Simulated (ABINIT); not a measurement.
## SiO2: single point with PBE

The system is SiO2.

```
CELL_PARAMETERS angstrom
5.06109 0.00000 0.00000
-2.53054 4.38303 0.00000
0.00000 0.00000 5.54050
ATOMIC_POSITIONS crystal
Si 0.50000 0.00000 0.00000
Si 0.50000 0.50000 0.33333
Si 0.00000 0.50000 0.66667
O 0.41726 0.20863 0.16667
O 0.79137 0.20863 0.83333
O 0.20863 0.41726 0.50000
O 0.58274 0.79137 0.16667
O 0.20863 0.79137 0.83333
O 0.79137 0.58274 0.50000
```

The cell comes from a database or a generator and needn't be the stable form of this composition.

| Item | Value |
| --- | --- |
| Program | ABINIT 10.8.3 (patched build) |
| Task | single point |
| Functional | PBE |
| Potentials or basis | JTH PAW PBE v2.0 |
| Cutoff | 626 eV |
| k mesh | 6 × 6 × 5 |
| Occupations | fermi-dirac, width 0.05 eV |
| Spin | no spin polarisation |
| Fine-grid cutoff | 1224.51 eV |

```
Pressure               : 3.1 GPa
Largest force          : 0.142 eV/Å
Band gap on the k mesh : 5.70 eV, indirect (least direct gap 5.89 eV)
```

Forces on the atoms (eV/Å):
```
Si   0.000  0.000  0.000
Si   0.000  0.000  0.000
Si   0.000  0.000  0.000
O   -0.123 -0.071  0.000
O    0.123 -0.071  0.000
O    0.000 -0.142  0.000
O    0.123  0.071  0.000
O   -0.123  0.071  0.000
O    0.000  0.142  0.000
```

Levels at points of the mesh, in eV from the valence-band top:
```
           k point  band 20  band 21  band 22  band 23  band 24  band 25  band 26  band 27  band 28  band 29
(0.00, 0.00, 0.00)    -0.99    -0.99    -0.46    -0.46    -0.20     5.70     9.00     9.00     9.23     9.23
(0.50, 0.00, 0.00)    -1.17    -1.15    -1.00    -0.35    -0.01     7.76     8.59     9.68     9.72     9.74
```

Run time: 43 s on 4 MPI ranks on Arm Neoverse V2 (shared host), peak memory 0.64 GiB a rank.

Caveat: an odd mesh through Γ misses points on the zone boundary, where band edges often lie; the atomic spheres overlap.
